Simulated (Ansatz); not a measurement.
Computed with DFT PBE, scalar-relativistic, plane waves, PAW (Ansatz 0.2.0). All cells share a 420 eV cutoff and Γ-centred k meshes spaced at most about 0.3 Å⁻¹ (about 0.25 or finer for metals, 2π included). No spin polarisation.

These are static total energies at zero pressure.

Two forms of La2O were relaxed alike.

A.

```
CELL_PARAMETERS angstrom
-2.54457 2.54457 5.64267
2.54457 -2.54457 5.64267
2.54457 2.54457 -5.64267
ATOMIC_POSITIONS crystal
La 0.76419 0.76419 0.00000
La 0.23581 0.23581 0.00000
La 0.51419 0.01419 0.50000
La 0.98581 0.48581 0.50000
O 0.75000 0.25000 0.50000
O 0.00000 0.00000 0.00000
```

B.

```
CELL_PARAMETERS angstrom
4.06438 0.00000 0.00000
-2.03219 3.51986 0.00000
0.00000 0.00000 5.76520
ATOMIC_POSITIONS crystal
La 0.66667 0.33333 0.00000
La 0.33333 0.66667 0.50000
O 0.66667 0.33333 0.50000
```

Question: Which would you expect to be lower, and how large is the difference?

Answer: A is lower, by 35 meV/atom. A has the anti-anatase type, space group I4_1/amd (No. 141), 24.4 Å³/atom and no gap on its mesh; B has space group P-6m2 (No. 187), 27.5 Å³/atom and no gap. Counting O atoms around La (those within 1.25 times the shortest such distance or 1.15 times the sum of covalent radii; a slash parts the counts of unlike sites), A has La 3 and B has La 2/3. The denser one is the lower, and pressure would at first widen the difference. Both come from invented guesses. The lowest form computed isn't among them: it has space group P4/mmm (No. 123), 23.2 Å³/atom and lies 14 meV/atom below the best shown.

Cells relaxed within their symmetry can be saddle points. Some types were kept out of the candidates beforehand, so the set may lack a known form.
